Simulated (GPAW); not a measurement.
Set up this calculation in GPAW 26.7.0, as an ASE script.

```yaml
Task: relaxation of cell and atoms
Functional: LDA
Potentials_or_basis: the program's PAW data sets (release 1.2.1) made for this functional
Cutoff: 600 eV
Basis: pw
k_mesh: 8 × 8 × 5
Occupations: fermi-dirac, width 0.05 eV
Spin: no spin polarisation
Maxiter: 150
Optimizer: BFGS
Fmax: 0.02 eV/Å
Max_steps: 40
Convergence: density=1e-05 forces=0.0001
```

ZnS (Wurtzite-2H):

```
Zn S
1.0
     3.81100    0.00000    0.00000
    -1.90550    3.30042    0.00000
     0.00000    0.00000    6.23400
Zn S
2 2
Direct
  0.66667 0.33333 0.50000
  0.33333 0.66667 0.00000
  0.66667 0.33333 0.88500
  0.33333 0.66667 0.38500
```

One way to write it, as run:

run.py

```python
from ase import Atoms
from ase.filters import FrechetCellFilter
from ase.io import write
from ase.optimize import BFGS
from gpaw import GPAW, PW

atoms = Atoms(['Zn', 'Zn', 'S', 'S'],
              cell=[[3.811, 0.0, 0.0],
                    [-1.9055, 3.3004228138, 0.0],
                    [0.0, 0.0, 6.234]],
              scaled_positions=[[0.6666666667, 0.3333333333, 0.5],
                                [0.3333333333, 0.6666666667, 0.0],
                                [0.6666666667, 0.3333333333, 0.885],
                                [0.3333333333, 0.6666666667, 0.385]],
              pbc=True)

calc = GPAW(mode=PW(600),
            xc='LDA',
            kpts={'size': (8, 8, 5), 'gamma': True},
            occupations={'name': 'fermi-dirac', 'width': 0.05},
            nbands=31,
            convergence={'density': 1e-05, 'forces': 0.0001},
            maxiter=150,
            txt='gpaw.txt')
atoms.calc = calc
opt = BFGS(FrechetCellFilter(atoms), trajectory='relax.traj', logfile='-')
done = opt.run(fmax=0.02, steps=40)
calc.write('gs.gpw')
write('result.traj', atoms)
print('Converged:', done)
print('Cell:', atoms.cell.cellpar().round(4))
print('Volume:', round(atoms.get_volume(), 4))
print(atoms.get_scaled_positions().round(5))
```

Potentials or basis: the program's PAW data sets (release 1.2.1) made for this functional, pw.

Command:

```bash
$ OMP_NUM_THREADS=1 python run.py
```

It gave:

The relaxed volume is 18.50 Å³/atom and the relaxed cell is a = 3.733 Å, b = 3.733 Å, c = 6.132 Å, α = 90.00°, β = 90.00°, γ = 120.00°. The space group after relaxing (to 0.05 Å) is P6_3mc (No. 186) and the energy gained by relaxing is 20.6 meV/atom. The ionic steps are 11, the pressure after relaxing is 0.0 GPa and the largest force after relaxing is 0.019 eV/Å. The band gap on the k mesh is 2.22 eV, direct.

Caveat: later steps reuse the first step's grids.

Wall time 4.4 min on 1 thread of AMD EPYC 9R45 96-Core Processor (Zen 5), on a shared host, peak memory 0.43 GiB.
